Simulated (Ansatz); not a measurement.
# WS2: the cost of one run

Computed with Ansatz 0.2.0 (DFT PBE, scalar-relativistic, plane waves, PAW, unless a step's input says otherwise).

## 1. The structure to begin with

It takes space group P3m1 (No. 156, trigonal). The conventional cell has a = 3.183 Å, b = 3.183 Å, c = 28.532 Å, α = 90.00°, β = 90.00°, γ = 120.00°. W (site symmetry 3m) has 6 S at 2.41 Å in its first shell of neighbours. S (site symmetry 3m) is surrounded by 3 W at 2.41 Å. Only part of the 9 independent sites is listed.

Structure file:

```xyz
36
Lattice="-3.1830 -5.5130 0.0000 3.1830 -5.5130 0.0000 -1.5915 -2.7565 28.5322" Properties=species:S:1:pos:R:3 pbc="T T T"
W    -1.5915  -10.1072   18.8109
W     0.0000   -7.3507   18.8109
W    -3.1830   -7.3507   18.8109
W    -1.5915   -4.5942   18.8109
W    -3.1830   -9.1884   25.2662
W    -1.5915   -6.4319   25.2662
W    -1.5915  -11.9449   25.2662
W     0.0000   -9.1884   25.2662
W    -1.5915   -6.4319   12.3933
W     0.0000   -3.6754   12.3933
W     0.0000   -9.1884   12.3933
W     1.5915   -6.4319   12.3933
S    -1.5915  -10.1072   26.8256
S     0.0000   -7.3507   26.8256
S    -3.1830   -7.3507   26.8256
S    -1.5915   -4.5942   26.8256
S    -1.5915  -10.1072   13.9531
S     0.0000   -7.3507   13.9531
S    -3.1830   -7.3507   13.9531
S    -1.5915   -4.5942   13.9531
S    -3.1830   -9.1884   20.3706
S    -1.5915   -6.4319   20.3706
S    -1.5915  -11.9449   20.3706
S     0.0000   -9.1884   20.3706
S    -1.5915  -10.1072   23.7059
S     0.0000   -7.3507   23.7059
S    -3.1830   -7.3507   23.7059
S    -1.5915   -4.5942   23.7059
S    -1.5915  -10.1072   10.8340
S     0.0000   -7.3507   10.8340
S    -3.1830   -7.3507   10.8340
S    -1.5915   -4.5942   10.8340
S    -1.5915   -6.4319   17.2513
S     0.0000   -3.6754   17.2513
S     0.0000   -9.1884   17.2513
S     1.5915   -6.4319   17.2513
```

The runs take a perfect supercell of 36 atoms; the defect goes to fractional position (0.837, 0.667, 0.659).

## 2. The perfect supercell

The input, input.yaml:

```yaml
crystal:
  lattice:
    - [-3.182954, -5.513038, 0.0]
    - [3.182954, -5.513038, 0.0]
    - [-1.591477, -2.756519, 28.532218]
  atoms:
    - { symbol: W, position: [0.837023, 0.666667, 0.659287] }
    - { symbol: W, position: [0.337023, 0.666667, 0.659287] }
    - { symbol: W, position: [0.837023, 0.166667, 0.659287] }
    - { symbol: W, position: [0.337023, 0.166667, 0.659287] }
    - { symbol: W, position: [0.890566, 0.333334, 0.885534] }
    - { symbol: W, position: [0.390566, 0.333334, 0.885534] }
    - { symbol: W, position: [0.890566, 0.833334, 0.885534] }
    - { symbol: W, position: [0.390566, 0.833334, 0.885534] }
    - { symbol: W, position: [0.616152, 0.333334, 0.434362] }
    - { symbol: W, position: [0.116152, 0.333334, 0.434362] }
    - { symbol: W, position: [0.616152, 0.833334, 0.434362] }
    - { symbol: W, position: [0.116152, 0.833334, 0.434362] }
    - { symbol: S, position: [0.696574, 0.666666, 0.940186] }
    - { symbol: S, position: [0.196574, 0.666666, 0.940186] }
    - { symbol: S, position: [0.696574, 0.166666, 0.940186] }
    - { symbol: S, position: [0.196574, 0.166666, 0.940186] }
    - { symbol: S, position: [0.922151, 0.666667, 0.489031] }
    - { symbol: S, position: [0.422151, 0.666667, 0.489031] }
    - { symbol: S, position: [0.922151, 0.166667, 0.489031] }
    - { symbol: S, position: [0.422151, 0.166667, 0.489031] }
    - { symbol: S, position: [0.976357, 0.333334, 0.713952] }
    - { symbol: S, position: [0.476357, 0.333334, 0.713952] }
    - { symbol: S, position: [0.976357, 0.833334, 0.713952] }
    - { symbol: S, position: [0.476357, 0.833334, 0.713952] }
    - { symbol: S, position: [0.751243, 0.666666, 0.830848] }
    - { symbol: S, position: [0.251243, 0.666666, 0.830848] }
    - { symbol: S, position: [0.751243, 0.166666, 0.830848] }
    - { symbol: S, position: [0.251243, 0.166666, 0.830848] }
    - { symbol: S, position: [0.976812, 0.666666, 0.37971] }
    - { symbol: S, position: [0.476812, 0.666666, 0.37971] }
    - { symbol: S, position: [0.976812, 0.166666, 0.37971] }
    - { symbol: S, position: [0.476812, 0.166666, 0.37971] }
    - { symbol: S, position: [0.531021, 0.333333, 0.604625] }
    - { symbol: S, position: [0.031021, 0.333333, 0.604625] }
    - { symbol: S, position: [0.531021, 0.833333, 0.604625] }
    - { symbol: S, position: [0.031021, 0.833333, 0.604625] }
basis:
  ecutwfc: 420
  fft_grid_basis: typed
kpoints:
  mp_grid: { grid: [2, 2, 2] }
hamiltonian:
  xc: pbe
  pseudopotentials: { kind: paw }
scf:
  occupations: { method: gaussian, width: 0.05 }
output:
  forces: true
  stress: false
  eigenvalues: true
  bader: false
  write_density: true
  volumetric_format: npy
```

Run with:

```sh
ansatz run input.yaml --threads 4 --pin off --max-ram 10240MiB --backend cpu --events-out ev --progress --plain --runs-dir out
```

Q: Estimate wall time and peak memory on 4 threads of Arm Neoverse V2, shared host.

About 21 s, with a peak of 4 GiB.
